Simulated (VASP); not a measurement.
VASP inputs for Ge (diamond)

INCAR

```
IBRION = -1
METAGGA = R2SCAN
LWAVE = .FALSE.
NELM = 120
ISMEAR = -1
PREC = Accurate
LASPH = .TRUE.
ENCUT = 520
NBANDS = 21
ISIF = 2
LCHARG = .FALSE.
SIGMA = 0.02
EDIFF = 1E-7
ALGO = Normal
NSW = 0
LREAL = .FALSE.
```

KPOINTS

```
KPOINTS created by Atomic Simulation Environment
0
Gamma
8 8 8
0 0 0
```

KPOINTS_OPT

```
special points
6
Reciprocal
0.0000000000 0.0000000000 0.0000000000 1
0.5000000000 0.0000000000 0.5000000000 1
0.6250000000 0.2500000000 0.6250000000 1
0.3750000000 0.3750000000 0.7500000000 1
0.5000000000 0.5000000000 0.5000000000 1
0.5000000000 0.2500000000 0.7500000000 1
```

POSCAR

```
Ge
 1.0000000000000000
     0.0000000000000000    2.8368735121270001    2.8368735121270001
     2.8368735121270001   -0.0000000000000000    2.8368735121270001
     2.8368735121270001    2.8368735121270001   -0.0000000000000000
 Ge
   2
Cartesian
 -0.0000000000000000 -0.0000000000000000 -0.0000000000000000
  1.4184367560634998  1.4184367560634998  1.4184367560634998
```

VASP ran with the recommended PBE PAW datasets (28 valence electrons in the cell).

Task: What does this run give?

Result: gap between bands v and c 0.32 eV; least direct gap 0.32 eV; pressure 0.0 GPa.

Band v is the last that the valence electrons fill when counted band by band, and c is the next. Levels in eV from the top of v:

```csv
point,v−1,v,c,c+1
Γ,0.00,0.00,0.32,2.71
X,-3.20,-3.20,0.98,0.98
K,-4.45,-2.74,1.40,4.40
L,-1.47,-1.47,0.42,3.99
W,-4.02,-4.02,4.65,4.65
```
